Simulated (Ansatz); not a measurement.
# B: a sweep of the k mesh

How much do the results for B depend on the k mesh?

Method: DFT PBE, with the methods named in each step, in Ansatz 0.2.0.

1 further run of the same task is left out (set aside as unsound or not needed).

## Step 1: The structure to begin with

It takes space group Pm-3m (No. 221, cubic). Conventional cell: a = 1.886 Å, b = 1.886 Å, c = 1.886 Å, α = 90.00°, β = 90.00°, γ = 90.00°. Around B (site symmetry m-3m) lie 6 B at 1.89 Å.

As a file:

```xyz
1
Lattice="1.8855 0.0000 0.0000 0.0000 1.8855 0.0000 0.0000 0.0000 1.8855" Properties=species:S:1:pos:R:3 pbc="T T T"
B     0.0000    0.0000    0.0000
```

The structure (sc type) was typed from a prototype and relaxed by PAW; whether it is the ground state wasn't tested.

## Step 2: With k mesh [5, 5, 5]

File input.yaml:

```yaml
crystal:
  lattice:
    - [1.8855081809, 0.0, 0.0]
    - [0.0, 1.8855081809, 0.0]
    - [0.0, 0.0, 1.8855081809]
  atoms:
    - { symbol: B, position: [0.0, 0.0, 0.0] }
kpoints:
  mp_grid: { grid: [5, 5, 5] }
scf:
  occupations: { method: fermi_dirac, width: 0.05 }
hamiltonian:
  xc: pbe
  pseudopotentials: { kind: all_electron, lapw: { basis_error: 0.001 } }
output:
  forces: true
  stress: true
  eigenvalues: true
```

## Step 3: With k mesh [5, 5, 5], PAW files

Changes to input.yaml since step 2:

```diff
@@ -13,3 +13,3 @@
   xc: pbe
-  pseudopotentials: { kind: all_electron, lapw: { basis_error: 0.001 } }
+  pseudopotentials: { kind: paw }
 output:
@@ -18 +18,2 @@
   eigenvalues: true
+  efg: { contact_densities: true }
```

## Step 4: With k mesh [9, 9, 9]

Changes to input.yaml since step 3:

```diff
@@ -8,3 +8,3 @@
 kpoints:
-  mp_grid: { grid: [5, 5, 5] }
+  mp_grid: { grid: [9, 9, 9] }
 scf:
@@ -13,3 +13,3 @@
   xc: pbe
-  pseudopotentials: { kind: paw }
+  pseudopotentials: { kind: all_electron, lapw: { basis_error: 0.001 } }
 output:
@@ -18,2 +18 @@
   eigenvalues: true
-  efg: { contact_densities: true }
```

## Step 5: With k mesh [9, 9, 9], PAW files

Changes to input.yaml since step 4:

```diff
@@ -13,3 +13,3 @@
   xc: pbe
-  pseudopotentials: { kind: all_electron, lapw: { basis_error: 0.001 } }
+  pseudopotentials: { kind: paw }
 output:
@@ -18 +18,2 @@
   eigenvalues: true
+  efg: { contact_densities: true }
```

## Step 6: With k mesh [14, 14, 14]

Changes to input.yaml since step 5:

```diff
@@ -8,3 +8,3 @@
 kpoints:
-  mp_grid: { grid: [9, 9, 9] }
+  mp_grid: { grid: [14, 14, 14] }
 scf:
@@ -13,3 +13,3 @@
   xc: pbe
-  pseudopotentials: { kind: paw }
+  pseudopotentials: { kind: all_electron, lapw: { basis_error: 0.001 } }
 output:
@@ -18,2 +18 @@
   eigenvalues: true
-  efg: { contact_densities: true }
```

## Step 7: With k mesh [14, 14, 14], PAW files

Changes to input.yaml since step 6:

```diff
@@ -13,3 +13,3 @@
   xc: pbe
-  pseudopotentials: { kind: all_electron, lapw: { basis_error: 0.001 } }
+  pseudopotentials: { kind: paw }
 output:
@@ -18 +18,2 @@
   eigenvalues: true
+  efg: { contact_densities: true }
```

## Step 8: With k mesh [25, 25, 25]

Changes to input.yaml since step 7:

```diff
@@ -8,3 +8,3 @@
 kpoints:
-  mp_grid: { grid: [14, 14, 14] }
+  mp_grid: { grid: [25, 25, 25] }
 scf:
@@ -13,3 +13,3 @@
   xc: pbe
-  pseudopotentials: { kind: paw }
+  pseudopotentials: { kind: all_electron, lapw: { basis_error: 0.001 } }
 output:
@@ -18,2 +18 @@
   eigenvalues: true
-  efg: { contact_densities: true }
```

## Step 9: With k mesh [25, 25, 25], PAW files

Changes to input.yaml since step 8:

```diff
@@ -13,3 +13,3 @@
   xc: pbe
-  pseudopotentials: { kind: all_electron, lapw: { basis_error: 0.001 } }
+  pseudopotentials: { kind: paw }
 output:
@@ -18 +18,2 @@
   eigenvalues: true
+  efg: { contact_densities: true }
```

(Steps that only read results are left out.)

**Question.** What will these runs give? Wanted: energy error of the loosest run; pressure, lowest to highest.

The runs gave:

| quantity | value |
| --- | --- |
| energy error of the loosest run (LAPW) | 50.8 meV/atom |
| within 1 meV/atom from | no run before the tightest |
| pressure, lowest to highest (LAPW) | -0.28 to 3.47 GPa |

At the loosest setting in the table the energy misses the tightest run by 50.8 meV/atom; even the run before the tightest is more than 1 meV/atom away, so the sweep hasn't shown convergence. Without a gap the Fermi surface must be resolved, so the energy converges slowly and unevenly with the mesh. The pressure spans 3.75 GPa (LAPW). The tightest run took 7.5 s against 0.4 s for the loosest.
